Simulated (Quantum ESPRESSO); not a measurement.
CuO:

```
CELL_PARAMETERS angstrom
2.83633 0.00000 0.00000
-1.41816 2.45633 0.00000
0.00000 0.00000 2.76811
ATOMIC_POSITIONS crystal
Cu 0.00000 0.00000 0.00000
O 0.66667 0.33333 0.50000
```

Measurements of this composition are mostly on another form, of space group No. 15.

Base run:

| Property | Result |
| --- | --- |
| Program | Quantum ESPRESSO 7.5 |
| Functional | LDA |
| Potentials or basis | SSSP 1.3 efficiency PBE |
| Cutoff | 748 eV |
| Density cutoff | 5987 eV |
| k mesh | 11 × 11 × 10 |
| Occupations | fermi-dirac, width 0.05 eV |
| Spin | no spin polarisation |
| Hubbard terms | Cu d U = 6 eV |

Its results: band gap on the k mesh none (metal or under the smearing width); pressure -11.2 GPa.

Question: The run is repeated on the same cell with these changes: hubbard terms from Cu d U = 6 eV to none. What comes out?

Answer: Band gap on the k mesh none (metal or under the smearing width); pressure -16.5 GPa.

Caveats: the potentials were made for another functional, which shifts forces and pressure; an odd number of electrons without spin polarisation forces a metal; a magnetic or distorted state may lie lower; the run has no spin polarisation, though such a crystal can be magnetic; U without spin polarisation on a metal has little footing (some runs); semilocal functionals often make such compounds metallic where correlation or magnetic order opens a gap, which also shifts bond lengths (some runs).
